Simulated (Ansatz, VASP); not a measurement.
# B26P26C (V_B-C_P) in two plane-wave programs, part 2 of 3

Wanted: the spread between two codes on one cell, functional and k mesh. Of the first pair: The structure shown is the start of the Ansatz relaxation below; VASP solves that cell, so the two are compared at the walk's first step.

VASP 6.6.1 and Ansatz 0.2.0.

So far: The starting structure; Ansatz: relaxation, r2SCAN.

## Step 3: VASP: single point, r2SCAN, start cell, pair 1

Level of this step: r2SCAN; plane waves and PAW (B, P, C) (VASP).

The same cell, functional and mesh now go to VASP, with its own data sets.

Lines of VASP's logs that name or quote its potential files are left out, and so is its time.

Contents of INCAR:

```
SYSTEM = B26P26C
PREC = Accurate
ENCUT = 580
EDIFF = 1E-06
NELM = 120
ISMEAR = 0
SIGMA = 0.01
LREAL = Auto
ALGO = Normal
METAGGA = R2SCAN
LASPH = .TRUE.
NBANDS = 144
LORBIT = 11
LWAVE = .FALSE.
LCHARG = .FALSE.
ISIF = 2
ISYM = 0
GGA_COMPAT = .FALSE.
LMIXTAU = .TRUE.
KPAR = 4
```

Contents of POSCAR:

```
B26P26C
1.0
    0.0000000000      6.8045562257      6.8045562257
    6.8045562257      0.0000000000      6.8045562257
    6.8045562257      6.8045562257      0.0000000000
B P C
26 26 1
Direct
    0.0053076937      0.0008442138      0.9986827209
    0.0010321761      0.9996582437      0.3381151428
    0.0019249602      0.0043261455      0.6610881519
    0.0013902450      0.3361607905      0.9936976052
    0.0016937916      0.3296096653      0.3385433853
    0.0027003965      0.3378265862      0.6625050702
    0.9947740898      0.6663417642      0.0004120768
    0.9997791186      0.6727036780      0.3309663298
    0.9995473621      0.6633531784      0.6643238516
    0.3275915322      0.9994356722      0.0025115525
    0.3337478485      0.0026386732      0.3272134032
    0.3364716117      0.9938423611      0.6690902168
    0.3293820237      0.3338553500      0.9977004378
    0.3373647632      0.3366140897      0.3293286771
    0.3352710925      0.3367733213      0.6674379415
    0.3335809015      0.6702353318      0.9939738906
    0.3332570743      0.6708544023      0.3275360547
    0.3272671907      0.6690370171      0.6700553054
    0.6729234572      0.9969562306      0.9979358683
    0.6707113364      0.0004426446      0.3347890626
    0.6652895281      0.0006004800      0.6721262707
    0.6634614882      0.3335951566      0.0059056019
    0.6680066781      0.3283023795      0.3320104831
    0.6715017627      0.6674300791      0.9945210975
    0.6699429542      0.6707090586      0.3299363582
    0.6656489931      0.6616578438      0.6674765921
    0.2494233193      0.2445611359      0.2512776650
    0.2444999269      0.2548228632      0.5833161441
    0.2438463208      0.2519655865      0.9174392558
    0.2506860026      0.5779740617      0.2549710727
    0.2458003056      0.5881002180      0.5804544586
    0.2559654064      0.5804967832      0.9167554493
    0.2465775790      0.9218762829      0.2517085528
    0.2501706127      0.9127363775      0.5812477506
    0.2506130368      0.9207499052      0.9179182731
    0.5847965493      0.2438704223      0.2536357909
    0.5801866968      0.2557897888      0.9172261633
    0.5803971441      0.5888710251      0.2463199575
    0.5787611079      0.5846758213      0.5813377638
    0.5800620745      0.5811960206      0.9228421063
    0.5805133162      0.9159322509      0.2473509578
    0.5785325111      0.9211788090      0.5811814715
    0.5804607779      0.9133615469      0.9225605303
    0.9141338970      0.2456099185      0.2549348470
    0.9116257246      0.2516880518      0.5881808258
    0.9227174105      0.2498410541      0.9137034501
    0.9226551728      0.5799193759      0.2474553732
    0.9129532175      0.5892775909      0.5811267287
    0.9181635499      0.5785246487      0.9217243994
    0.9214779468      0.9168122495      0.2444770011
    0.9168777203      0.9134398767      0.5892565021
    0.9226879449      0.9142873971      0.9164954764
    0.5793088292      0.2534614224      0.5800331967
```

Contents of KPOINTS:

```
Points of the shifted mesh
8
Reciprocal
 0.2500000000  0.2500000000  0.2500000000 1
 0.2500000000  0.2500000000  0.7500000000 1
 0.2500000000  0.7500000000  0.2500000000 1
 0.2500000000  0.7500000000  0.7500000000 1
 0.7500000000  0.2500000000  0.2500000000 1
 0.7500000000  0.2500000000  0.7500000000 1
 0.7500000000  0.7500000000  0.2500000000 1
 0.7500000000  0.7500000000  0.7500000000 1
```

The projector-augmented-wave data sets are B, P and C (PBE family, release 64).

The run is started by

```console
$ mpirun -np 8 vasp_std
```

Numbers of over 12 decimals in the logs are rounded to 6 here.

Log:

```text
[banner, memory and clock lines left out]
running    8 mpi-ranks, on    1 nodes
[...]
|                                                                             |
|           W    W    AA    RRRRR   N    N  II  N    N   GGGG   !!!           |
|           W    W   A  A   R    R  NN   N  II  NN   N  G    G  !!!           |
|           W    W  A    A  R    R  N N  N  II  N N  N  G       !!!           |
|           W WW W  AAAAAA  RRRRR   N  N N  II  N  N N  G  GGG   !            |
|           WW  WW  A    A  R   R   N   NN  II  N   NN  G    G                |
|           W    W  A    A  R    R  N    N  II  N    N   GGGG   !!!           |
|                                                                             |
|     For optimal performance we recommend to set                             |
|       NCORE = 2 up to number-of-cores-per-socket                            |
|     NCORE specifies how many cores store one orbital (NPAR=cpu/NCORE).      |
|     This setting can greatly improve the performance of VASP for DFT.       |
[...]
|               ----> ADVICE to this user running VASP <----                  |
|                                                                             |
|     You enforced a specific xc type in the INCAR file but a different       |
|     [... a line on the potential file left out ...]
|     I HOPE YOU KNOW WHAT YOU ARE DOING!                                     |
|                                                                             |

 LDA part: xc-table for (None), standard interpolation
 POSCAR, INCAR and KPOINTS ok, starting setup
[...]
entering main loop
       N       E                     dE             d eps       ncg     rms          rms(c)
DAV:   1     0.630078710443E+03    0.63008E+03   -0.10284E+05  2304   0.148E+03
DAV:   2    -0.428242710075E+03   -0.10583E+04   -0.10012E+04  2792   0.242E+02
DAV:   3    -0.499881364009E+03   -0.71639E+02   -0.70425E+02  2848   0.582E+01
DAV:   4    -0.501531698497E+03   -0.16503E+01   -0.16384E+01  2880   0.933E+00
[...]
DAV:  23    -0.451872745693E+03   -0.11327E-05   -0.12407E-05  2800   0.801E-03    0.421E-02
DAV:  24    -0.451872741688E+03    0.40048E-05   -0.37225E-06  1952   0.527E-03    0.115E-02
DAV:  25    -0.451872741598E+03    0.90247E-07   -0.81073E-07  1552   0.236E-03
   1 F= -.45187274E+03 E0= -.45187133E+03  d E =-.281633E-02
```

Parts of OUTCAR (step 3):

```text
  Total       -9.7230265     -6.7490077    -11.3744619     -2.2011159      2.2085882      1.7801015
  in kB      -24.7219450    -17.1601505    -28.9209148     -5.5965975      5.6155969      4.5261186
  external PRESSURE =     -23.6010034 kB  Pullay stress =       0.0000000 kB

 POSITION                                       TOTAL-FORCE (eV/Angst)
 -----------------------------------------------------------------------------------
      6.80134      6.83171      0.04186        -0.130400     -0.500699     -0.222407
      9.10295      2.30775      6.80925        -0.268311     -0.427581     -0.586780
      4.52785      4.51151      0.04254         0.416356      0.520445     -0.744111
      9.04910      6.77113      2.29689         0.676647      0.958652     -1.126449
      4.54649      2.31516      2.25437         0.078527     -0.927493     -0.501619
      6.80681      4.52643      2.31714         0.485856     -0.576341     -0.906867
      4.53696      6.77180     11.30316        -0.289248      1.201258      1.067337
      6.82953      9.05513     11.38050        -0.819192      0.336555     -0.639276
      9.03425     11.32191     11.31530         1.066465      0.447745      0.238416
      6.81781      2.24621      9.02983         0.569190      0.630734      0.942113
      2.24450      4.49755      2.28896         0.080632      0.932399     -0.545000
     11.31552      6.84240      9.05220         0.694667     -1.445176      0.155451
      9.06065      9.03021      4.51304        -0.073998      0.498275      0.232057
      4.53144      4.53655      4.58613        -0.375010      0.331589     -1.523938
[...]
-----------------------------------------------------------------------------------
    total drift:                               -0.011221     -0.004387     -0.009904

  FREE ENERGIE OF THE ION-ELECTRON SYSTEM (eV)
  ---------------------------------------------------
  free  energy   TOTEN  =      -451.8727415975 eV

  energy  without entropy=     -451.8699252634  energy(sigma->0) =     -451.87133343

[... 2 further parts left out ...]
```

The run ends at a pressure of -2.36 GPa, with forces up to 3.9 eV/Å.

## Step 4: Differences

Known differences besides the potentials themselves: VASP keeps PBE cores, Ansatz makes them for the functional; fixed occupations in Ansatz, narrow Gaussian smearing in VASP; the cutoff is 500 eV in Ansatz and 580 eV in VASP (PREC = Accurate, projectors in real space). Total energies have different zeros and are not compared.

Forces on 9 of the 53 atoms, those with the largest forces and the largest differences (eV/Å; atoms numbered as in POSCAR):

```tsv
atom	Ansatz x, y, z	VASP x, y, z
B15	-1.577, 1.055, 1.348	-1.471, 1.082, 1.416
B18	-1.152, 0.135, -0.247	-1.111, 0.105, -0.106
B21	1.229, -1.351, 1.362	1.266, -1.283, 1.416
B23	2.764, 1.304, -0.630	2.793, 1.319, -0.494
P28	-1.326, 1.308, 0.854	-1.389, 1.275, 0.794
P30	0.115, -1.417, 1.280	0.120, -1.418, 1.277
P41	0.833, 0.878, 1.317	0.826, 0.861, 1.299
P45	-0.251, 0.203, 0.566	-0.353, 0.255, 0.454
C53	-1.994, -2.080, -2.327	-2.124, -2.128, -2.515
```

The forces differ by 41 meV/Å r.m.s., which is 5.0 % of the r.m.s. force of 0.823 eV/Å (both taken over all components).

## Step 5: Ansatz: relaxation, r2SCAN

This run makes the geometry at which the two programs are then compared.

The structure compared here is the end of the Ansatz relaxation.

Contents of input.yaml:

```yaml
crystal:
  lattice:
    - [0.0, 6.80455623, 6.80455623]
    - [6.80455623, 0.0, 6.80455623]
    - [6.80455623, 6.80455623, 0.0]
  atoms:
    - { symbol: B, position: [0.0, 0.0, 0.0] }
    - { symbol: P, position: [0.25, 0.25, 0.25] }
    - { symbol: B, position: [0.0, 0.0, 0.33333333] }
    - { symbol: P, position: [0.25, 0.25, 0.58333333] }
    - { symbol: B, position: [0.0, 0.0, 0.66666667] }
    - { symbol: P, position: [0.25, 0.25, 0.91666667] }
    - { symbol: B, position: [0.0, 0.33333333, 0.0] }
    - { symbol: P, position: [0.25, 0.58333333, 0.25] }
    - { symbol: B, position: [0.0, 0.33333333, 0.33333333] }
    - { symbol: P, position: [0.25, 0.58333333, 0.58333333] }
    - { symbol: B, position: [0.0, 0.33333333, 0.66666667] }
    - { symbol: P, position: [0.25, 0.58333333, 0.91666667] }
    - { symbol: B, position: [0.0, 0.66666667, 0.0] }
    - { symbol: P, position: [0.25, 0.91666667, 0.25] }
    - { symbol: B, position: [0.0, 0.66666667, 0.33333333] }
    - { symbol: P, position: [0.25, 0.91666667, 0.58333333] }
    - { symbol: B, position: [0.0, 0.66666667, 0.66666667] }
    - { symbol: P, position: [0.25, 0.91666667, 0.91666667] }
    - { symbol: B, position: [0.33333333, 0.0, 0.0] }
    - { symbol: P, position: [0.58333333, 0.25, 0.25] }
    - { symbol: B, position: [0.33333333, 0.0, 0.33333333] }
    - { symbol: C, position: [0.58333333, 0.25, 0.58333333] }
    - { symbol: B, position: [0.33333333, 0.0, 0.66666667] }
    - { symbol: P, position: [0.58333333, 0.25, 0.91666667] }
    - { symbol: B, position: [0.33333333, 0.33333333, 0.0] }
    - { symbol: P, position: [0.58333333, 0.58333333, 0.25] }
    - { symbol: B, position: [0.33333333, 0.33333333, 0.33333333] }
    - { symbol: P, position: [0.58333333, 0.58333333, 0.58333333] }
    - { symbol: B, position: [0.33333333, 0.33333333, 0.66666667] }
    - { symbol: P, position: [0.58333333, 0.58333333, 0.91666667] }
    - { symbol: B, position: [0.33333333, 0.66666667, 0.0] }
    - { symbol: P, position: [0.58333333, 0.91666667, 0.25] }
    - { symbol: B, position: [0.33333333, 0.66666667, 0.33333333] }
    - { symbol: P, position: [0.58333333, 0.91666667, 0.58333333] }
    - { symbol: B, position: [0.33333333, 0.66666667, 0.66666667] }
    - { symbol: P, position: [0.58333333, 0.91666667, 0.91666667] }
    - { symbol: B, position: [0.66666667, 0.0, 0.0] }
    - { symbol: P, position: [0.91666667, 0.25, 0.25] }
    - { symbol: B, position: [0.66666667, 0.0, 0.33333333] }
    - { symbol: P, position: [0.91666667, 0.25, 0.58333333] }
    - { symbol: B, position: [0.66666667, 0.0, 0.66666667] }
    - { symbol: P, position: [0.91666667, 0.25, 0.91666667] }
    - { symbol: B, position: [0.66666667, 0.33333333, 0.0] }
    - { symbol: P, position: [0.91666667, 0.58333333, 0.25] }
    - { symbol: B, position: [0.66666667, 0.33333333, 0.33333333] }
    - { symbol: P, position: [0.91666667, 0.58333333, 0.58333333] }
    - { symbol: P, position: [0.91666667, 0.58333333, 0.91666667] }
    - { symbol: B, position: [0.66666667, 0.66666667, 0.0] }
    - { symbol: P, position: [0.91666667, 0.91666667, 0.25] }
    - { symbol: B, position: [0.66666667, 0.66666667, 0.33333333] }
    - { symbol: P, position: [0.91666667, 0.91666667, 0.58333333] }
    - { symbol: B, position: [0.66666667, 0.66666667, 0.66666667] }
    - { symbol: P, position: [0.91666667, 0.91666667, 0.91666667] }
  host:
    repeats: [3, 3, 3]
    atoms:
      - { symbol: B, position: [0.0, 0.0, 0.0] }
      - { symbol: P, position: [0.75, 0.75, 0.75] }
basis:
  ecutwfc: 500
  xc_grid: 2
hamiltonian:
  xc: r2scan
  pseudopotentials: { kind: paw, azcp: { folder: soft_1 } }
kpoints:
  mp_grid: { grid: [2, 2, 2], shift: [0.5, 0.5, 0.5] }
scf:
  occupations: { method: fixed }
  max_iter: 80
output:
  forces: true
  charged_corrections:
    epsilon: 9.31
    static_epsilon: 9.42
    defect_position: [0.625, 0.291667, 0.625]
relax:
  f_tol: 0.02
  max_steps: 80
  random_displacement: { amplitude: 0.05, seed: 8926 }
checkpoint:
  write: "../q0.relax.run"
  compress: false
  write_wavefunctions: true
  write_every: 100000
```

The run is started by

```console
$ ansatz run input.yaml --threads 4 --pin off --max-ram 7536MiB --backend cpu --events-out ev --progress --plain --runs-dir out
```

Log:

```text
[...]
Crystal: 53 atoms, lattice volume = 630.129 Å³
Basis set: ecut = 500 eV, 16049 PW (Γ), exchange–correlation on 144×144×144 points (8 copies of the dense FFT grid, shifted against one another)
Bands: 159, of which v1, the nominal top of the filled ones, is band 106 counted from 1 (105 counted from 0)
Symmetry: 1 space group operations
k-points: 4 of 8 (time reversal used)
[...]
- { symbol: P, position: [0.250105, 0.917320, 0.582484] }
[...]
- { symbol: C, position: [0.564033, 0.231197, 0.564005] }
[...]
- { symbol: B, position: [0.653832, 0.321012, 0.362317] }
[...]
- { symbol: P, position: [0.916760, 0.583946, 0.916743] }
    - { symbol: B, position: [0.666688, 0.668029, 0.000817618] }
    - { symbol: P, position: [0.916712, 0.917185, 0.249981] }
    - { symbol: B, position: [0.666997, 0.663577, 0.335562] }
    - { symbol: P, position: [0.911451, 0.923086, 0.581851] }
    - { symbol: B, position: [0.668012, 0.667191, 0.667996] }
    - { symbol: P, position: [0.916585, 0.917525, 0.916568] }
```

(Part 2 of 3 ends here.)

[Lines on the potential files, build, host, timing and source positions are cut from VASP's logs without a mark.]

[Logs are printed without paths, hosts, clocks, repeated set-up lines and the standing remarks that a program may print on its own settings, such as how far it seeks lower states.]

[Hosts, paths, dates, database ids (printed as entryN), source tags and the programs' standing remarks are cut or masked in the printed files.]
